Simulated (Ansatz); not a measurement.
# CdO (Monteponite) (Fm-3m) in Ansatz: convergence with xc grid

Aim: find how far xc grid must go before the results for CdO (Monteponite) settle, at PBE. This setting moves, with any that are tied to it; all else stays.

Program: Ansatz 0.2.0. These are calculated values, not measurements. Logs are shortened: lines on timing, memory, paths and dates and some standing lists are left out, and cuts for length are marked.

### 1 The crystal as given

Symmetry: Fm-3m, No. 225, cubic system. The conventional cell has a = 4.699 Å, b = 4.699 Å, c = 4.699 Å, α = 90.00°, β = 90.00°, γ = 90.00°. Cd (site symmetry m-3m) is surrounded by 6 O at 2.35 Å. Around O (site symmetry m-3m) lie 6 Cd at 2.35 Å.

### 2 With xc grid 1

input.yaml reads:

```yaml
crystal:
  lattice:
    - [0.0, 2.3495, 2.3495]
    - [2.3495, 0.0, 2.3495]
    - [2.3495, 2.3495, 0.0]
  atoms:
    - { symbol: Cd, position: [0.0, 0.0, 0.0] }
    - { symbol: O, position: [0.5, 0.5, 0.5] }
hamiltonian:
  xc: pbe
  pseudopotentials: { kind: paw_fr }
magnetization:
  noncollinear: true
  spin_orbit: true
kpoints:
  mp_grid: { grid: [8, 8, 8] }
scf:
  occupations: { method: cold, width: 0.05 }
output:
  forces: true
  stress: true
  eigenvalues: true
basis:
  xc_grid: 1
```

Potentials or basis: Ansatz PAW.

The run is started by

```
$ ansatz run input.yaml --threads 2 --pin off --max-ram 5632MiB --backend cpu --events-out ev --progress --plain --runs-dir out
```

Standard output:

```text
Warning: RAYON_NUM_THREADS=2 ignored (pool sized by the plan → 2); use --threads N
Engine: ansatz 0.2.0, aarch64-unknown-linux-gnu
Pseudopotentials: kind: paw_fr
Pseudopotential: Cd, paw_fr, valence charge 20, recommended cutoff 420 eV (normal), Cd.paw.azcp#standard-fr
Pseudopotential: O, paw_fr, valence charge 6, recommended cutoff 420 eV (normal), O.paw.azcp#standard-fr
Functional definition: PBE
  parameter kappa = 0.804
  parameter beta = 0.06672455060314922
  exchange = pbe_x(kappa = kappa, mu = beta*pi^2/3)
  correlation = pbe_c(beta = beta)
non-collinear run that drives no moment, with spin-orbit: no starting moment large enough to seed its density (crystal.atoms[].spin), no starting occupations that ask for one, no magnetisation constraint and no magnetic field, so the semilocal B_xc is pinned to zero
Crystal: 2 atoms, lattice volume = 25.939 Å³
Basis set: ecut = 420 eV, 531 PW (Γ)
Bands: 34, of which v1, the nominal top of the filled ones, is band 26 counted from 1 (25 counted from 0)
Symmetry: 48 space group operations + 48 with time reversal
Magnetic group: BNS 225.117 (UNI 1619), of the structure as read, at distance tolerance 3.0e-5 Å
k-points: 29 of 512
Projection manifold: j_resolved (fully-relativistic pseudo-atomic orbitals)
Non-local potential: Cd, projectors of the file, l = 0: 3, l = 1: 4, l = 2: 4, l = 3: 2
Non-local potential: O, projectors of the file, l = 0: 2, l = 1: 4, l = 2: 2
PAW form: soft (Blöchl's): semilocal exchange-correlation on the pseudo side does not see the compensation charge
PAW one-centre angular grid: Cd, 590 points (default); XC on 64 Gauss nodes
PAW one-centre angular grid: O, 110 points (default); XC on 64 Gauss nodes
Initial density: superposition of atomic densities (chi_scale 0.1, normalization cell, long waves kept (reshape's long-wave potential 0.00 eV rms))
Initial wavefunctions: pseudopotential atomic-orbital guess
Functional: x = pbe(κ = 0.804, μ = 0.2195149727645171), c = pbe(β = 0.06672455060314922)
SCF iter   1: F=—  HF=-8824.552798 eV  |F-HF|=—  |Δ(HF+E_count)|=         —  Δρ=9.10e-2  dr2=1.57e0  dr2_m=0.00e0 (ungated)  ethr=3.10e-3  |M|=0.00e0 ∫|m|=0.00e0 μB  |m|>n=0.0e0 m-floor=0.0e0 τ_xc=0.0e0  β_m=0.30  ⟨swp⟩=7.3  Hψ=2417  notcnv=0  defer=6
preconditioner: auto → Kerker (q_TF=auto, 2.729 Å⁻¹)  [metal: Δε(μ)=0.860 eV  Ē_g=16.068 eV  σ=0.050 eV  W_gap=0.47  n_scr=14 (ndim 8)  ℏωp=30.9 eV  f_vac=0.000  D(μ)=0.36/eV (n_scr^D=0)]
spin=Noncollinear: Kerker preconditioning applied to the charge; magnetization (m_x, m_y, m_z) channels mix plain (no charge-response kernel on spin).
SCF iter   2: F=—  HF=-8824.229826 eV  |F-HF|=—  |Δ(HF+E_count)|=   3.23e-1  S|Δr|=    0.00e0  Δρ=5.16e-2  dr2=5.18e-1  dr2_m=0.00e0 (ungated)  ethr=3.10e-3  |M|=0.00e0 ∫|m|=0.00e0 μB  |m|>n=0.0e0 m-floor=0.0e0 τ_xc=0.0e0  β_m=0.48  ⟨swp⟩=2.9  Hψ=881  notcnv=0  defer=84
SCF iter   3: F=—  HF=-8824.103584 eV  |F-HF|=—  |Δ(HF+E_count)|=   1.26e-1  S|Δr|=    0.00e0  Δρ=1.47e-2  dr2=3.94e-2  dr2_m=0.00e0 (ungated)  ethr=1.99e-3  |M|=0.00e0 ∫|m|=0.00e0 μB  |m|>n=0.0e0 m-floor=0.0e0 τ_xc=0.0e0  β_m=0.70  ⟨swp⟩=2.0  Hψ=798  notcnv=0  defer=84
SCF iter   4: F=—  HF=-8824.103484 eV  |F-HF|=—  |Δ(HF+E_count)|=   9.99e-5  S|Δr|=    0.00e0  Δρ=3.53e-3  dr2=3.40e-3  dr2_m=0.00e0 (ungated)  ethr=1.51e-4  |M|=0.00e0 ∫|m|=0.00e0 μB  |m|>n=0.0e0 m-floor=0.0e0 τ_xc=0.0e0  β_m=0.79  ⟨swp⟩=2.9  Hψ=896  notcnv=0  defer=82
SCF iter   5: F=—  HF=-8824.104346 eV  |F-HF|=—  |Δ(HF+E_count)|=   8.62e-4  S|Δr|=    0.00e0  Δρ=1.32e-3  dr2=3.08e-4  dr2_m=0.00e0 (ungated)  ethr=1.31e-5  |M|=0.00e0 ∫|m|=0.00e0 μB  |m|>n=0.0e0 m-floor=0.0e0 τ_xc=0.0e0  β_m=0.90  ⟨swp⟩=2.4  Hψ=725  notcnv=0  defer=82
SCF iter   6: F=—  HF=-8824.104698 eV  |F-HF|=—  |Δ(HF+E_count)|=   3.52e-4  S|Δr|=    0.00e0  Δρ=2.79e-4  dr2=1.28e-5  dr2_m=0.00e0 (ungated)  ethr=1.19e-6  |M|=0.00e0 ∫|m|=0.00e0 μB  |m|>n=0.0e0 m-floor=0.0e0 τ_xc=0.0e0  β_m=0.95  ⟨swp⟩=2.0  Hψ=670  notcnv=0  defer=82
SCF iter   7: F=—  HF=-8824.104699 eV  |F-HF|=—  |Δ(HF+E_count)|=   1.32e-6  S|Δr|=    0.00e0  Δρ=6.63e-5  dr2=8.37e-7  dr2_m=0.00e0 (ungated)  ethr=4.91e-8  |M|=0.00e0 ∫|m|=0.00e0 μB  |m|>n=0.0e0 m-floor=0.0e0 τ_xc=0.0e0  β_m=0.97  ⟨swp⟩=2.0  Hψ=714  notcnv=0  defer=82
SCF iter   8: F=-8824.104700 eV  HF=-8824.104700 eV  |F-HF|=4.14e-8  |Δ(HF+E_count)|=   5.09e-7  S|Δr|=    0.00e0  Δρ=1.20e-5  dr2=2.12e-8  dr2_m=0.00e0 (ungated)  ethr=3.85e-10  |M|=0.00e0 ∫|m|=0.00e0 μB  |m|>n=0.0e0 m-floor=0.0e0 τ_xc=0.0e0  ⟨swp⟩=9.0  Hψ=2163  notcnv=0
SCF 1 converged in 8 iterations: F = -8824.104700 eV  dr2 = 2.12e-8
SCF converged after 8 iterations
Stability not checked: this state was not tested for a lower state beside it, because cold or Methfessel-Paxton smearing, or corrected tetrahedra, fill the levels in a way that the test cannot read (fill_not_monotonic; see scf.lower_state_search)
Magnetization: |M| = 0.0000 μB,  M = (+0.0000, +0.0000, +0.0000) μB
Absolute magnetization: 0.0000 μB (∫|m|)
  site 0: m = (+0.0000, +0.0000, +0.0000) μB, |m| = 0.0000 μB  (R = 0.97 Å)
  site 1: m = (+0.0000, +0.0000, +0.0000) μB, |m| = 0.0000 μB  (R = 0.97 Å)
Free energy (F): -8824.104700 eV
Harris-Foulkes:  -8824.104700 eV  (|F-HF|=4.14e-8)
Internal energy: -8824.105405 eV  (E = F + TS)
E sigma→0 (E₀):  -8824.104935 eV
Entropy (-TS):   0.000705 eV (0.353 meV/atom)
Fermi energy:    12.713989 eV
--- Per-component energies (eV) ---
  E_band       = -352.635141
  E_kinetic    = 680.220609
  E_local      = -3034.024146  (includes V_loc(G=0)·N_el)
  E_nonlocal   = 82.012450
  E_hartree    = 1406.381295
  E_xc         = -250.432924
  E_vxc        = -315.733790  (∫ρ·V_xc dr)
  E_paw        = -4244.665003  (= ΣΔE_a)
  E_vpaw       = -577.881399  (= ΣTr[D̂ρ^β])
  E_aug_tail   = 0.002387  (compensation charges beyond the density's cutoff)
  E_ewald      = -3463.600073
  E_smearing   = 0.000705  (= −TS)
  E_closure    = 0.000000  (closes the sum)
  Σ components = -8824.104700   (vs F -8824.104700, Δ=0.00e0)
--- Forces (eV/Å), atoms counted from 1 ---
  atom   1  Cd    -0.00000000     0.00000000    -0.00000000
  atom   2  O      0.00000000    -0.00000000    -0.00000000
  max |Σ_I F_I| component: 9.47e-30 eV/Å
--- Stress (GPa, compression-positive) ---
        6.043749       0.000000       0.000000
       -0.000000       6.043749       0.000000
        0.000000       0.000000       6.043749
  P = ⅓ Tr σ = 6.0437 GPa (60.437 kbar)
--- Band table (eV; the first three rows and the last of 29) ---
  k-point 0: bands = ["-87.6814", "-87.6814", "-52.8139", "-52.8139", "-47.0044", "-47.0044", "-47.0044", "-47.0044", "-4.6641", "-4.6641", "5.6837", "5.6837", "5.6837", "5.6837", "6.2660", "6.2660", "6.4832", "6.4832", "6.4832", "6.4832", "11.2886", "11.2886", "11.3538", "11.3538", "11.3538", "11.3538", "12.2888", "12.2888", "27.2153", "27.2153", "29.6962", "29.6962", "29.6962", "29.6962"]
  k-point 1: bands = ["-87.6812", "-87.6812", "-52.8146", "-52.8146", "-47.0065", "-47.0065", "-47.0049", "-47.0049", "-4.5581", "-4.5581", "5.6478", "5.6478", "5.6651", "5.6651", "6.2686", "6.2686", "6.3484", "6.3484", "6.4474", "6.4474", "10.2079", "10.2079", "11.5335", "11.5335", "11.5616", "11.5616", "13.6480", "13.6480", "25.6423", "25.6423", "28.2120", "28.2120", "28.6649", "28.6649"]
  k-point 2: bands = ["-87.6809", "-87.6809", "-52.8165", "-52.8165", "-47.0114", "-47.0114", "-47.0059", "-47.0059", "-4.2894", "-4.2894", "5.4866", "5.4866", "5.4984", "5.4984", "5.9977", "5.9977", "6.3644", "6.3644", "6.4741", "6.4741", "9.2569", "9.2569", "12.0384", "12.0384", "12.0398", "12.0398", "15.3250", "15.3250", "22.8733", "22.8733", "26.3351", "26.3351", "26.7855", "26.7855"]
  k-point 28: bands = ["-87.6800", "-87.6800", "-52.8208", "-52.8208", "-47.0174", "-47.0174", "-47.0139", "-47.0139", "-3.9198", "-3.9198", "5.4870", "5.4870", "5.8757", "5.8757", "6.0647", "6.0647", "6.5939", "6.5939", "7.0986", "7.0986", "9.6929", "9.6929", "9.7238", "9.7238", "10.8355", "10.8355", "18.7222", "18.7222", "21.5207", "21.5207", "21.6769", "21.6769", "23.4566", "23.4566"]
```

It took 2.2 s on 2 threads of Arm Neoverse V1, shared host; peak memory 0.35 GiB.

What came out:

- Free energy: -8824.1047 eV
- Pressure: 6.0 GPa
- Band gap on the k mesh: none (metal or under the smearing width)

### 3 With xc grid 2

input.yaml, as its differences from that of step 2:

```diff
@@ -23,2 +23,2 @@
 basis:
-  xc_grid: 1
+  xc_grid: 2
```

Potentials or basis: Ansatz PAW.

The run is started by

```
$ ansatz run input.yaml --threads 2 --pin off --max-ram 5632MiB --backend cpu --events-out ev --progress --plain --runs-dir out
```

Wall time 2.2 s (2 threads of Arm Neoverse V1, shared host); peak memory 0.35 GiB.

Results:

```
Free energy            : -8824.1047 eV
Pressure               : 6.0 GPa
Band gap on the k mesh : none (metal or under the smearing width)
```

### 4 With xc grid 3

input.yaml, as its differences from that of step 3:

```diff
@@ -23,2 +23,2 @@
 basis:
-  xc_grid: 2
+  xc_grid: 3
```

The run is started by

```
$ ansatz run input.yaml --threads 2 --pin off --max-ram 5632MiB --backend cpu --events-out ev --progress --plain --runs-dir out
```

It took 2.3 s on 2 threads of Arm Neoverse V1, shared host; peak memory 0.36 GiB.

It converged, with:

| Item | Value |
| --- | --- |
| Free energy | -8824.1047 eV |
| Pressure | 6.0 GPa |
| Band gap on the k mesh | none (metal or under the smearing width) |

### 5 With xc grid 4

input.yaml, as its differences from that of step 4:

```diff
@@ -23,2 +23,2 @@
 basis:
-  xc_grid: 3
+  xc_grid: 4
```

The run is started by

```
$ ansatz run input.yaml --threads 2 --pin off --max-ram 5632MiB --backend cpu --events-out ev --progress --plain --runs-dir out
```

Run time: 2.5 s. Hardware: 2 threads of Arm Neoverse V1, shared host; peak memory 0.39 GiB.

Results (log left out):

```yaml
Free_energy: -8824.1047 eV
Pressure: 6.0 GPa
Band_gap_on_the_k_mesh: none (metal or under the smearing width)
```

### 6 With xc grid 5

input.yaml, as its differences from that of step 5:

```diff
@@ -23,2 +23,2 @@
 basis:
-  xc_grid: 4
+  xc_grid: 5
```

Potentials or basis: Ansatz PAW.

The run is started by

```
$ ansatz run input.yaml --threads 2 --pin off --max-ram 5632MiB --backend cpu --events-out ev --progress --plain --runs-dir out
```

It took 2.9 s on 2 threads of Arm Neoverse V1, shared host; peak memory 0.42 GiB.

Results (log left out):

* Free energy: -8824.1047 eV
* Pressure: 6.0 GPa
* Band gap on the k mesh: none (metal or under the smearing width)

### 7 Result

```tsv
xc grid	energy less the tightest run, at zero smearing (meV/atom)	SCF cycles	CPU time (s)	peak memory (GiB)
1	0.00	8	4.1	0.35
2	0.01	8	4.2	0.35
3	0.00	8	4.5	0.36
4	0.00	8	4.8	0.39
5	0.00	8	5.5	0.42
```

Against the tightest run, the energy stays within 1 meV/atom from 1 on. The tightest run that finished is the yardstick and may itself not be fully converged.
